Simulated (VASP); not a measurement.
Set up this calculation in VASP 6.6.1, as the native input.

| Quantity | Value |
| --- | --- |
| Task | single point |
| Functional | PBE |
| Dispersion | D3(BJ) |
| Potentials or basis | VASP PAW PBE potentials, release 64 (O, H, C) |
| Cutoff | 520 eV |
| k mesh | 1 × 1 × 1 |
| Occupations | fermi-dirac, width 0.05 eV |
| Spin | no spin polarisation |
| Dipole correction | no |
| Further INCAR settings | LREAL = Auto; ALGO = Fast; EDIFF = 1e-06; NBANDS = 48 |

The structure of H12CO8 lies in POSCAR:

```
H12CO8
1.0
    6.2658270000      0.0000000000      0.0000000000
    0.0000000000      6.2658270000      0.0000000000
    0.0000000000      0.0000000000      6.2658270000
O H C
8 12 1
Direct
    0.4921806149      0.5117778847      0.4100686524
    0.2274365397      1.0959048128      0.8041023853
    0.9981931370      1.0250129850      0.1650907241
    0.2931187302      0.5774228030      0.9345294415
    0.0903609574      0.3140450056      0.4652656187
    0.5704591048      0.8471183016      1.1254894731
    0.7799174995      0.4497495409      0.8413347327
    0.8879731938      0.7428133187      0.6370071182
    0.5215488281      0.6481189042      0.3361930817
    0.6133704276      0.4228222442      0.3733436931
    0.1662749075      1.1726603103      0.6769287814
    0.2515117871      0.9515566628      0.7534935518
    1.0552606994      1.0567507668      0.0206133258
    0.8567311273      0.9622087499      0.1451436354
    0.3396284683      0.4386106536      0.8813183844
    0.2073976225      0.5454330072      1.0598950358
    0.2266462855      0.3819619850      0.4270030676
    0.0558383800      0.2082158919      0.3505646849
    0.4823248713      0.9743952735      1.1153113255
    0.4906436013      0.7446310760      1.0341813973
    0.8349086169      0.5948579222      0.7372121891
```

The cell was built by a generator and needn't be a form met in nature.

One way to write it, as run:

INCAR

```
PREC = Accurate ; ENCUT = 520
EDIFF = 1E-6 ; ISMEAR = -1
SIGMA = 0.05 ; LREAL = Auto
LASPH = T ; NELM = 100
ALGO = Fast ; ISIF = 2
LWAVE = F ; LCHARG = T
GGA = PE ; IVDW = 12
LELF = T ; LVHAR = T
NBANDS = 48
```

KPOINTS

```
regular mesh
0
Gamma
  1 1 1
```

Potentials or basis: VASP PAW PBE potentials, release 64 (O, H, C).

Launch:

```console
$ cat potpaw_PBE.64/O/POTCAR potpaw_PBE.64/H/POTCAR potpaw_PBE.64/C/POTCAR > POTCAR
$ mpirun -np 1 vasp_gam > vasp.out
```

Results of the run:

```yaml
Pressure: 0.2 GPa
Largest_force: 0.719 eV/Å
Band_gap_on_the_k_mesh: 4.62 eV, direct
Dispersion_energy_per_atom: -0.035 eV
```

Caveat: the standard files for N, O and F lose accuracy on very short bonds.

It took 31 s on 1 thread of Intel(R) Xeon(R) Platinum 8488C (Sapphire Rapids), with other jobs on the host, peak memory 0.32 GiB.
